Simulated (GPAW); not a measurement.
# How the form of the self-energy moves the gap of LiH (Fm-3m)

How much does the gap of LiH (Fm-3m) depend on the approximation to the self-energy?

Program: GPAW 26.7.0. Level of theory: PBE and many-body steps on it, plane waves. Results are calculated unless marked as measured.

The database entry behind the starting cell differs from later determinations by our own check (the deuteride, about 0.2 % short), so it need not match the best structure at ambient conditions.

### Step 1. The starting structure

Symmetry: Fm-3m, No. 225, cubic system. The conventional cell has a = 4.074 Å, b = 4.074 Å, c = 4.074 Å, α = 90.00°, β = 90.00°, γ = 90.00°. Li has 6 H at 2.04 Å nearest. H has 6 Li at 2.04 Å nearest. Farther neighbours are not listed.

Coordinates:

```cif
data_structure
_symmetry_space_group_name_H-M 'Fm-3m'
_symmetry_Int_Tables_number 225
_cell_length_a 4.0735
_cell_length_b 4.0735
_cell_length_c 4.0735
_cell_angle_alpha 90.000
_cell_angle_beta 90.000
_cell_angle_gamma 90.000
_cell_volume 67.59
loop_
_atom_site_label
_atom_site_type_symbol
_atom_site_symmetry_multiplicity
_atom_site_Wyckoff_symbol
_atom_site_fract_x
_atom_site_fract_y
_atom_site_fract_z
_atom_site_occupancy
Li1 Li 4 a 0.00000 0.00000 0.00000 1
H1 H 4 b 0.50000 0.00000 0.00000 1
```

The cell and positions come from the Crystallography Open Database and are kept as given unless a step says otherwise.

### Step 2. Empty states on the mesh, 8×8×8 mesh, 98 bands

This step: GPAW 26.7.0; DFT, PBE, plane waves, PAW.

The sums over transitions need many empty states on a uniform mesh; this step solves for them.

Contents of run.py:

```python
import json
import numpy as np
from gpaw.mpi import world
from gpaw import GPAW

calc = GPAW('gs.gpw').fixed_density(kpts={'size': (8, 8, 8), 'gamma': True},
    parallel={'domain': 1, 'band': 1},
    txt='nscf.txt')
calc.diagonalize_full_hamiltonian(nbands=98)
calc.write('full.gpw', mode='all')
res = {}
kpts = calc.get_ibz_k_points()
res['kpts'] = kpts
res['eigenvalues'] = [calc.get_eigenvalues(kpt=k) for k in range(len(kpts))]
res['n_electrons'] = calc.get_number_of_electrons()

if world.rank == 0:
    with open('result.json', 'w') as f:
        json.dump(res, f, default=lambda x: x.tolist())
```

Launch:

```bash
mpirun -n 4 gpaw python run.py
```

Numbers of over 12 decimals in the logs are rounded to 6 here.

Log:

```text
Diagonalizing LCAO Hamiltonian
Converting LCAO to pw mode
convergence criteria:
- Maximum integral of absolute [eigenst]ate change: 4e-08 eV^2 / valence electron
maximum number of iterations: 100

SCF iterations
|iter     |     time |      energy | eigst |  dens |
|iter:   1|  |             | +2.45 |       |
|iter:   2|  |             | +0.37 |       |
|iter:   3|  |             | -2.09 |       |
|iter:   4|  |             | -4.71 |       |
|iter:   5|  |             | -7.16 |       |
|iter:   6|  |             | -8.39c|       |
SCF steps: 6
  __  _  _
 | _ |_)|_||  |
 |__||  | ||/\| - 26.7.0

Input parameters:
  mode=PW(ecut=600.0),
  convergence={'density': 1e-06, 'bands': -3},
  gpts=array([18, 18, 18]),
  kpts=MonkhorstPack(size=(8, 8, 8), gamma=True),
  maxiter=100,
  nbands=8,
  occupations=Occupations(name='fermi-dirac', width=0.001, fixmagmom=False),
  parallel={'domain': 1, 'band': 1},
  xc=XC(name='PBE')
Matrix size: 570x570
# Writing to full.gpw (mode='all')
  [... matrices ...]

timing:  # [seconds]
  Total: 3.035  # ━━━━━━━━━━━━━━━━━━━━━━━━━━━━━━━━━━━━━━━━━━━━━━━━━━━━━━━━━━━
```

Elapsed: 6.8 s, on 4 MPI ranks of Arm Neoverse V1, shared host; peak memory 0.72 GiB; 27 s of CPU time.

Numbers from this step:

```
gap                                                           : 2.999 eV
k of the valence top                                          : 0.5, 0.5, 0
k of the conduction bottom                                    : 0.5, 0.5, 0
least direct gap                                              : 2.999 eV
k points computed                                             : 29
lowest point of the top converged band, above the valence top : 169.3394 eV
```

On this mesh the gap is 2.999 eV.

### Step 3. G0W0, Godby-Needs plasmon pole

Now the one-shot GW correction: screening in the RPA, then the self-energy of the levels asked for.

This step: G0W0 with a vertex from the rALDA kernel on PBE, plane waves, PAW.

Contents of run.py:

```python
import json
import numpy as np
from gpaw.mpi import world
from gpaw.response.g0w0 import G0W0

gw = G0W0('full.gpw',
    filename='gw',
    kpts=[0, 24],
    bands=(0, 3),
    ecut=175,
    nbands=88,
    integrate_gamma='WS',
    ppa=True,
    xc='rALDA',
    fxc_mode=None,
    fxc_modes=['GWP', 'GWS', 'GWG'],
    do_GW_too=True)
gw.calculate()
res = {mode: {k: v for k, v in r.items() if k != 'sigma_eskwn'}
       for mode, r in gw.all_results.items()}

if world.rank == 0:
    with open('result.json', 'w') as f:
        json.dump(res, f, default=lambda x: x.tolist())
```

Launch:

```bash
mpirun -n 4 gpaw python run.py
```

Log:

```text
Using integrator: PointIntegrator
FrequencyGridDescriptor(from 0.000+0.000j to 0.000+27.211j eV, 2 points)
Nonperiodic BCs:  [False False False]
Using integrator: PointIntegrator
FrequencyGridDescriptor(from 0.000+0.000j to 0.000+27.211j eV, 2 points)
Nonperiodic BCs:  [False False False]
  ___  _ _ _
 |   || | | |
 | | || | | |
 |__ ||_____|
 |___|

BZ k-points: Symmetries present (total): 48

  [... matrices ...]
512 k-points: 8 x 8 x 8 Monkhorst-Pack grid + [1/16,1/16,1/16]
29 k-points in the irreducible part of the Brillouin zone
       k-points in crystal coordinates                weights
   0:     0.00000000    0.00000000    0.00000000          1/512
   1:     0.12500000    0.12500000    0.00000000          6/512
   2:     0.12500000    0.12500000    0.12500000          8/512
   3:     0.25000000    0.12500000    0.12500000         12/512
   4:     0.25000000    0.25000000    0.00000000          6/512
   5:     0.25000000    0.25000000    0.12500000         24/512
   6:     0.25000000    0.25000000    0.25000000          8/512
   7:     0.37500000    0.25000000   -0.37500000         24/512
   8:     0.37500000    0.25000000    0.12500000         24/512
   9:     0.37500000    0.25000000    0.25000000         24/512
          ...
  28:     0.50000000    0.50000000    0.50000000          4/512

Distributing spins, k-points and bands (1 x 2 x 3) over 4 processes
Number of blocks: 1

Quasi particle states:
k-points (IBZ indices): [0, 24]
Band range: (0, 3)
  [... matrices ...]
Computational parameters:
Plane wave cut-off: 175 eV
Number of bands: 88
Coulomb cutoff: None
Broadening: 0.1 eV

fxc modes: GW, GWG, GWP, GWS
Kernel: rALDA
Using Godby-Needs plasmon-pole approximation:
  Fitting energy: i*E0, E0 = 1.000 Hartree
Summing all q:

Calculating screened Coulomb potential
No Coulomb truncation
FrequencyGridDescriptor(from 0.000+0.000j to 0.000+27.211j eV, 2 points)
Removing empty qpoint cache files...

Calculating chi0 body with:
    Ground state adapter containing:
    Number of spins: 1
    Number of kpoints: 512
    Number of irreducible kpoints: 29
    Number of completely occupied states: 1
    Number of partially occupied states: 1
    Occupied states memory: 0.088989 M / cpu

    Linear response parametrization:
    q_c: [0.0, 0.0, 0.0]
    Number of frequency points: 2
    Planewave cutoff: 175.0
    Number of bands: 88
    Number of planewaves: 89
    Broadening (eta): 1e-06
    comm.size: 4
    kncomm.size: 4
    blockcomm.size: 1

    Memory estimate of potentially large arrays:
        chi0_wGG: 0.241730 M / cpu
Integrating chi0 body.

Symmetries of q_c:
    Direct symmetries (Uq -> q): 48
    Indirect symmetries (TUq -> q): 0
In total 48 allowed symmetries.

  [... matrices ...]
29 groups of equivalent kpoints. 94.3359375% reduction.

Integral kind: response function
Integrating chi0 head and wings.

Symmetries of q_c:
    Direct symmetries (Uq -> q): 48
    Indirect symmetries (TUq -> q): 0
In total 48 allowed symmetries.

  [... matrices ...]
29 groups of equivalent kpoints. 94.3359375% reduction.

Integral kind: response function wings
Calculating rALDA kernel at 175.0 eV cutoff
q point 0 complete
q point 1 complete
q point 2 complete
q point 3 complete
q point 4 complete
q point 5 complete
[...]
q point 12 complete
q point 13 complete
q point 14 complete
[... the further q-points ...]

Results:
f:      Occupation numbers
eps:     KS-eigenvalues [eV]
vxc:     KS vxc [eV]
exx:     Exact exchange [eV]
sigma:   Self-energies [eV]
dsigma:  Self-energy derivatives
Z:       Renormalization factors
qp:      QP-energies [eV]

k-point 0 (0): (0.000, 0.000, 0.000)                GWP
band       f     eps     vxc     exx   sigma  dsigma       Z      qp
                                                                  GWP
   0   1.000  -5.649  -9.929 -15.692   3.452  -0.458   0.686  -7.234
   1   0.000  15.084 -11.919  -4.899  -6.791  -0.545   0.647  15.233
   2   0.000  17.137  -8.503  -2.285  -5.683  -0.730   0.578  17.446
                                                                  GWS
   0   1.000  -5.649  -9.929 -15.692   3.820  -0.356   0.737  -7.082
   1   0.000  15.084 -11.919  -4.899  -5.163  -0.428   0.700  16.385
   2   0.000  17.137  -8.503  -2.285  -4.385  -0.361   0.735  18.484
                                                                  GWG
[...]
GW
[...]
k-point 1 (24): (0.500, 0.500, 0.000)                GWP
band       f     eps     vxc     exx   sigma  dsigma       Z      qp
                                                                  GWP
[...]
GWS
[...]
GWG
[...]
GW
   0   1.000  -0.369 -11.348 -14.549   1.368  -0.292   0.774  -1.787
   1   0.000   2.629  -7.632  -3.729  -3.194  -0.228   0.815   3.207
   2   0.000  10.217  -8.083  -2.612  -4.394  -0.282   0.780  11.057
```

It took 3.5 min on 4 MPI ranks; peak memory 1.2 GiB.

Numbers from this step:

```
gap with the vertex in the polarisability    : 4.846 eV
gap with the vertex in the self-energy       : 5.040 eV
gap with the vertex in both                  : 4.874 eV
G0W0 gap on the points computed              : 4.994 eV
least direct G0W0 gap on the computed points : 4.994 eV
Z at the valence top                         : 0.7739
Z at the conduction bottom                   : 0.8146
starting gap on the mesh                     : 2.999 eV
k of the valence top                         : 0.5, 0.5, 0
k of the conduction bottom                   : 0.5, 0.5, 0
```

The gap on the mesh goes from 3.00 eV to 4.99 eV, a correction of +2.00 eV.

### Step 4. G0W0 with rALDA vertex

run.py: that of step 3 with these lines changed.

```diff
@@ -9,4 +9,4 @@
     bands=(0, 3),
-    ecut=175,
-    nbands=88,
+    ecut=105,
+    nbands=41,
     integrate_gamma='WS',
@@ -14,5 +14,3 @@
     xc='rALDA',
-    fxc_mode=None,
-    fxc_modes=['GWP', 'GWS', 'GWG'],
-    do_GW_too=True)
+    fxc_mode='GWG')
 gw.calculate()
```

Launch:

```bash
mpirun -n 4 gpaw python run.py
```

Log:

```text
Using integrator: PointIntegrator
FrequencyGridDescriptor(from 0.000+0.000j to 0.000+27.211j eV, 2 points)
Nonperiodic BCs:  [False False False]
Using integrator: PointIntegrator
FrequencyGridDescriptor(from 0.000+0.000j to 0.000+27.211j eV, 2 points)
Nonperiodic BCs:  [False False False]
  ___  _ _ _
 |   || | | |
 | | || | | |
 |__ ||_____|
 |___|

BZ k-points: Symmetries present (total): 48

  [... matrices ...]
512 k-points: 8 x 8 x 8 Monkhorst-Pack grid + [1/16,1/16,1/16]
29 k-points in the irreducible part of the Brillouin zone
       k-points in crystal coordinates                weights
   0:     0.00000000    0.00000000    0.00000000          1/512
   1:     0.12500000    0.12500000    0.00000000          6/512
   2:     0.12500000    0.12500000    0.12500000          8/512
[...]
9:     0.37500000    0.25000000    0.25000000         24/512
          ...
  28:     0.50000000    0.50000000    0.50000000          4/512

Distributing spins, k-points and bands (1 x 2 x 3) over 4 processes
Number of blocks: 1

Quasi particle states:
k-points (IBZ indices): [0, 24]
Band range: (0, 3)
  [... matrices ...]
Computational parameters:
Plane wave cut-off: 105 eV
Number of bands: 41
Coulomb cutoff: None
Broadening: 0.1 eV

fxc modes: GWG
Kernel: rALDA
Using Godby-Needs plasmon-pole approximation:
  Fitting energy: i*E0, E0 = 1.000 Hartree
Summing all q:

Calculating screened Coulomb potential
No Coulomb truncation
FrequencyGridDescriptor(from 0.000+0.000j to 0.000+27.211j eV, 2 points)
Removing empty qpoint cache files...

Calculating chi0 body with:
    Ground state adapter containing:
    Number of spins: 1
    Number of kpoints: 512
    Number of irreducible kpoints: 29
    Number of completely occupied states: 1
    Number of partially occupied states: 1
    Occupied states memory: 0.088989 M / cpu

    Linear response parametrization:
    q_c: [0.0, 0.0, 0.0]
    Number of frequency points: 2
    Planewave cutoff: 105.0
    Number of bands: 41
    Number of planewaves: 51
    Broadening (eta): 1e-06
    comm.size: 4
    kncomm.size: 4
    blockcomm.size: 1

    Memory estimate of potentially large arrays:
        chi0_wGG: 0.079376 M / cpu
Integrating chi0 body.

Symmetries of q_c:
    Direct symmetries (Uq -> q): 48
    Indirect symmetries (TUq -> q): 0
In total 48 allowed symmetries.

  [... matrices ...]
29 groups of equivalent kpoints. 94.3359375% reduction.

Integral kind: response function
Integrating chi0 head and wings.

Symmetries of q_c:
    Direct symmetries (Uq -> q): 48
    Indirect symmetries (TUq -> q): 0
In total 48 allowed symmetries.

  [... matrices ...]
29 groups of equivalent kpoints. 94.3359375% reduction.

Integral kind: response function wings
Calculating rALDA kernel at 105.0 eV cutoff
q point 0 complete
q point 1 complete
q point 2 complete
[...]
q point 13 complete
q point 14 complete
[... the further q-points ...]

Results:
f:      Occupation numbers
eps:     KS-eigenvalues [eV]
vxc:     KS vxc [eV]
exx:     Exact exchange [eV]
sigma:   Self-energies [eV]
dsigma:  Self-energy derivatives
Z:       Renormalization factors
qp:      QP-energies [eV]

k-point 0 (0): (0.000, 0.000, 0.000)                GWG
band       f     eps     vxc     exx   sigma  dsigma       Z      qp
                                                                  GWG
   0   1.000  -5.649  -9.929 -15.692   4.033  -0.391   0.719  -6.893
   1   0.000  15.084 -11.919  -4.899  -5.447  -0.468   0.681  16.157
   2   0.000  17.137  -8.503  -2.285  -4.746  -0.379   0.725  18.205

k-point 1 (24): (0.500, 0.500, 0.000)                GWG
band       f     eps     vxc     exx   sigma  dsigma       Z      qp
                                                                  GWG
   0   1.000  -0.369 -11.348 -14.549   2.114  -0.277   0.783  -1.220
   1   0.000   2.629  -7.632  -3.729  -2.711  -0.213   0.824   3.612
   2   0.000  10.217  -8.083  -2.612  -3.881  -0.263   0.792  11.476
```

Run time: 61 s. Hardware: 4 MPI ranks; peak memory 0.91 GiB; 4.1 min of CPU time.

This step gave:

| Item | Value |
| --- | --- |
| quasiparticle gap on the points computed | 4.832 eV |
| least direct quasiparticle gap on the computed points | 4.832 eV |
| Z at the valence top | 0.7831 |
| Z at the conduction bottom | 0.8241 |
| starting gap on the mesh | 2.999 eV |
| k of the valence top | 0.5, 0.5, 0 |
| k of the conduction bottom | 0.5, 0.5, 0 |

Against G0W0 in GPAW (8×8×8 mesh, 88 bands, screening to 175 eV, Godby-Needs plasmon pole), the gap moves by −0.162 eV.

### Step 5. The runs together

Times are wall times on 4 MPI ranks of Arm Neoverse V1, shared host, good to a factor of about two.

```
                           run   mesh  bands  screening cutoff (eV)  DFT gap (eV)  gap on the mesh (eV)  direct (eV)     time
G0W0, Godby-Needs plasmon pole  8×8×8     88                    175         2.999                 4.994        4.994  3.5 min
        G0W0 with rALDA vertex  8×8×8     41                    105         2.999                 4.832        4.832     61 s
```

### Step 6. Results

```yaml
g0w0_godby_needs_plasmon_pole: 4.994 eV
g0w0_with_ralda_vertex: 4.832 eV
known_limits: not at the basis limit
```

G0W0 with rALDA vertex: −0.162 eV against G0W0, Godby-Needs plasmon pole, at other bands or cutoff, so not like for like. With the rALDA kernel as a vertex the gap is 4.85 eV (in the polarisability), 5.04 eV (in the self-energy) and 4.87 eV (in both), against 4.99 eV without. Bands and cutoff are finite, so the gap is not at the basis limit. The miss can reach some tenths of an eV and take either sign; the mesh is an error of its own. These stock PAW sets were not made for GW. In the G0W0 runs levels were corrected at 2 k points alone, so a gap called «on the mesh» is the least over those, and an edge elsewhere would be missed.

[Paths, hosts, dates, memory and timing lines, banners, echoed tables and standing remarks are left out of the program output.]

[Logs are printed without paths, hosts, clocks, repeated set-up lines and the standing remarks that a program may print on its own settings, such as how far it seeks lower states.]

[Runs of the session that timed out or met a known fault of the program may be left out.]

[Hosts, paths, dates, database ids (printed as entryN), source tags and the programs' standing remarks are cut or masked in the printed files.]
